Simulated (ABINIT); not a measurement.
The system is Bi.

```xyz
2
Lattice="3.2384 0.0000 0.0000 0.0000 3.2216 0.0000 -0.0805 0.0000 6.4439" Properties=species:S:1:pos:R:3 pbc="T T T"
Bi    1.7380    0.0023    4.8347
Bi    1.4650    0.0410    1.5556
```

This isn't the form of Bi at room conditions, which is rhombohedral.

The cell isn't the ideal one: atoms moved at random, drawn with an rms of 0.05 Å.

Base run:

```yaml
Program: ABINIT 10.8.3 (patched build)
Functional: PBEsol
Potentials_or_basis: PseudoDojo NC SR PBEsol v0.4.1 standard
Cutoff: 898 eV
k_mesh: 8 × 8 × 4
Occupations: fermi-dirac, width 0.05 eV
Spin: no spin polarisation
```

Its results: band gap on the k mesh none (metal or under the smearing width); pressure -0.4 GPa; largest force 0.053 eV/Å.

**Question.** The run is repeated on the same cell with these changes: functional from PBEsol to PBE; potentials or basis from PseudoDojo NC SR PBEsol v0.4.1 standard to JTH PAW PBE v2.0; cutoff from 898 eV to 599 eV. What comes out?

**Answer.** Band gap on the k mesh none (metal or under the smearing width); pressure 2.2 GPa; largest force 0.063 eV/Å.

Caveats: spin-orbit coupling is left out, which moves the levels of the heavy elements.
